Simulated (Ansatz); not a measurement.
The system is TiO2.

```xyz
12
Lattice="-2.9732 3.2874 3.2874 2.9732 -3.2874 3.2874 2.9732 3.2874 -3.2874" Properties=species:S:1:pos:R:3 pbc="T T T"
Ti    1.4866   -1.6437    1.6437
Ti    1.4866    1.6437   -1.6437
Ti    0.0000    1.6437    1.6124
Ti    2.9732    1.6437    1.6750
O     1.4875    1.6437    2.9263
O     1.4857    4.9311   -0.3611
O     0.0000    0.3609    4.9286
O     2.9732   -0.3609    1.6412
O     0.0000    3.6483    1.6462
O     1.4875   -1.6437    3.6485
O     2.9732    2.9264   -1.6412
O     1.4857    1.6437    0.3611
```

The cell is a database's computed one.

Base run:

- Program: Ansatz 0.2.0
- Functional: PBE
- Potentials or basis: Ansatz PAW
- Cutoff: 420 eV (not typed: the program's choice for these potentials)
- k mesh: 6 × 6 × 6
- Occupations: fermi-dirac, width 0.05 eV
- Spin: no spin polarisation
- Hubbard terms: Ti d U = 1 eV

Its results: band gap on the k mesh 1.94 eV; pressure -0.6 GPa; largest force 0.062 eV/Å.

Q: The run is repeated on the same cell with these changes: hubbard terms from Ti d U = 1 eV to Ti d U = 2 eV. What comes out?

A: Band gap on the k mesh 2.05 eV; pressure 0.2 GPa; largest force 0.063 eV/Å.
